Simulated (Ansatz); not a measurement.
# A convergence test on ZnSe (Stilleite): wavefunction cutoff

How far can the wavefunction cutoff be lowered for the gap of ZnSe (Stilleite)?

Main program and level: Ansatz 0.2.0; DFT, PBE, plane waves, PAW.

Report form: the programs' logs are mostly left out.

**1. Starting point**

It takes space group F-43m (No. 216, cubic). The conventional cell has a = 5.668 Å, b = 5.668 Å, c = 5.668 Å, α = 90.00°, β = 90.00°, γ = 90.00°. Nearest to Zn lie 4 Se at 2.45 Å. Nearest to Se lie 4 Zn at 2.45 Å. Farther neighbours and most contacts between anions are not listed.

Structure file:

```cif
data_structure
_symmetry_space_group_name_H-M 'P 1'
_symmetry_Int_Tables_number 1
_cell_length_a 4.0076
_cell_length_b 4.0076
_cell_length_c 4.0076
_cell_angle_alpha 60.000
_cell_angle_beta 60.000
_cell_angle_gamma 60.000
_cell_volume 45.51
loop_
_atom_site_label
_atom_site_type_symbol
_atom_site_fract_x
_atom_site_fract_y
_atom_site_fract_z
_atom_site_occupancy
Zn1 Zn 0.00000 0.00000 0.00000 1
Se2 Se 0.25000 0.25000 0.25000 1
```

The cell and positions come from the Crystallography Open Database and are kept as given unless a step says otherwise. The default PAW set here is soft_1. Its files were made with PBE.

**2. Wavefunction cutoff: 190 eV**

input.yaml reads:

```yaml
crystal:
  lattice:
    - [0.0, 2.8338, 2.8338]
    - [2.8338, 0.0, 2.8338]
    - [2.8338, 2.8338, 0.0]
  atoms:
    - { symbol: Zn, position: [0.0, 0.0, 0.0] }
    - { symbol: Se, position: [0.25, 0.25, 0.25] }
kpoints:
  mp_grid: { grid: [8, 8, 8] }
  band_path:
    path:
      - [0.0, 0.0, 0.0]
      - [-0.5, -0.5, 0.0]
      - [-0.375, -0.375, 0.25]
      - [-0.375, 0.0, 0.375]
      - [0.0, 0.0, 0.5]
      - [-0.5, -0.25, 0.25]
    npoints: 1
hamiltonian:
  xc: pbe
  pseudopotentials: { kind: paw, azcp: { folder: "./paw" } }
scf:
  occupations: { method: fermi_dirac, width: 0.02 }
  n_extra_bands: 4
  max_iter: 80
output:
  eigenvalues: true
  write_density: true
  write_potential: true
  elf: true
  volumetric_format: npy
basis:
  ecutwfc: 190.0
```

Command:

```console
$ ansatz run input.yaml --threads 3 --pin off --max-ram 92160MiB --backend cuda --events-out ev --progress --plain --runs-dir out --devices 1 --max-vram 13GiB
```

Run time: 16 s. Hardware: 1 × NVIDIA H100 80GB HBM3 (shared by 6 runs) with 3 threads of AMD EPYC 7R13 (Zen 3), shared host; peak memory 0.9 GiB; 2.6 s of CPU time.

This step gave:

| Property | Result |
| --- | --- |
| gap | 1.496 eV |
| valence top at | Γ |
| conduction bottom at | Γ |
| least direct gap | 1.496 eV |

The gap is direct, at Γ.

**3. Wavefunction cutoff: 290 eV**

input.yaml, as its differences from that of step 2:

```diff
@@ -23,3 +23,3 @@
 scf:
-  occupations: { method: fermi_dirac, width: 0.02 }
+  occupations: { method: fixed }
   n_extra_bands: 4
@@ -28,7 +28,3 @@
   eigenvalues: true
-  write_density: true
-  write_potential: true
-  elf: true
-  volumetric_format: npy
 basis:
-  ecutwfc: 190.0
+  ecutwfc: 290.0
```

The job ended after 14 s (1 × NVIDIA H100 80GB HBM3 (shared by 6 runs) with 3 threads; peak memory 0.88 GiB; 2.9 s of CPU time).

This step gave:

- gap: 1.302 eV
- valence top at: Γ
- conduction bottom at: Γ
- least direct gap: 1.302 eV

The gap is 1.302 eV, −0.194 eV from the run before at this level.

**4. Wavefunction cutoff: 420 eV (the default)**

input.yaml, the sections that differ from step 3:

```yaml
kpoints:
  mp_grid: { grid: [8, 8, 8] }
  band_path:
    path:
      - [[0.0, 0.0, 0.0], [-0.5, -0.5, 0.0], [-0.375, -0.375, 0.25]]
      - [[-0.375, 0.0, 0.375], [0.0, 0.0, 0.0], [0.0, 0.0, 0.5], [-0.5, -0.25, 0.25], [-0.5, -0.5, 0.0]]
    npoints: 10
scf:
  occupations: { method: fermi_dirac, width: 0.02 }
  n_extra_bands: 4
output:
  eigenvalues: true
  write_density: true
  write_potential: true
  elf: true
  volumetric_format: npy
# crystal, hamiltonian: as in step 3
# basis: removed
```

The job ended after 17 s (1 × NVIDIA H100 80GB HBM3 (shared by 6 runs) with 3 threads; peak memory 0.91 GiB).

Numbers from this step:

| Property | Result |
| --- | --- |
| gap | 1.285 eV |
| valence top at | Γ |
| conduction bottom at | Γ |
| least direct gap | 1.285 eV |

The gap is 1.285 eV, −0.017 eV from the run before at this level.

**5. Wavefunction cutoff: 630 eV**

input.yaml, the sections that differ from step 4:

```yaml
kpoints:
  mp_grid: { grid: [8, 8, 8] }
  band_path:
    path:
      - [0.0, 0.0, 0.0]
      - [-0.5, -0.5, 0.0]
      - [-0.375, -0.375, 0.25]
      - [-0.375, 0.0, 0.375]
      - [0.0, 0.0, 0.5]
      - [-0.5, -0.25, 0.25]
    npoints: 1
scf:
  occupations: { method: fixed }
  n_extra_bands: 4
  max_iter: 80
basis:
  ecutwfc: 630.0
# crystal, hamiltonian, output: as in step 4
```

The job ended after 15 s (1 × NVIDIA H100 80GB HBM3 (shared by 6 runs) with 3 threads; peak memory 0.9 GiB).

This step gave:

- gap: 1.286 eV
- valence top at: Γ
- conduction bottom at: Γ
- least direct gap: 1.286 eV

The gap is 1.286 eV, +0.002 eV from the run before at this level.

**6. The series**

Differences are against the last row; a negative gap means that bands overlap, and a run with a band path holds that path's time. Times are wall times on 1 × NVIDIA H100 80GB HBM3 (shared by 6 runs) with 3 threads of AMD EPYC 7R13 (Zen 3), shared host, good to a factor of about two.

| wavefunction cutoff | gap (eV) | direct gap (eV) | gap error (eV) | energy error (meV/atom) | irreducible k | time |
| --- | --- | --- | --- | --- | --- | --- |
| 190 eV | 1.496 | 1.496 | +0.210 | +7484.3 | 29 | 16 s |
| 290 eV | 1.302 | 1.302 | +0.016 | +110.6 | 29 | 14 s |
| 420 eV | 1.285 | 1.285 | −0.002 | +2.4 | 29 | 17 s |
| 630 eV | 1.286 | 1.286 | +0.000 | +0.0 | 29 | 15 s |

**7. Summary of results**

- 190 eV: 1.496 eV
- 290 eV: 1.302 eV
- 420 eV: 1.285 eV
- 630 eV: 1.286 eV

What this shows: The gap holds to 0.02 eV from 290 eV on. At 190 eV the gap is off by +0.210 eV and the energy by +7484 meV/atom.

[Paths, hosts, dates, memory and timing lines, banners, echoed tables and standing remarks are left out of the program output.]

[Logs are printed without paths, hosts, clocks, repeated set-up lines and the standing remarks that a program may print on its own settings, such as how far it seeks lower states.]

[Runs of the session that timed out or met a known fault of the program may be left out.]

[Cells called generated may have been cut or substituted from an entry of the Crystallography Open Database or the Materials Project.]

[Hosts, paths, dates, database ids (printed as entryN), source tags and the programs' standing remarks are cut or masked in the printed files.]
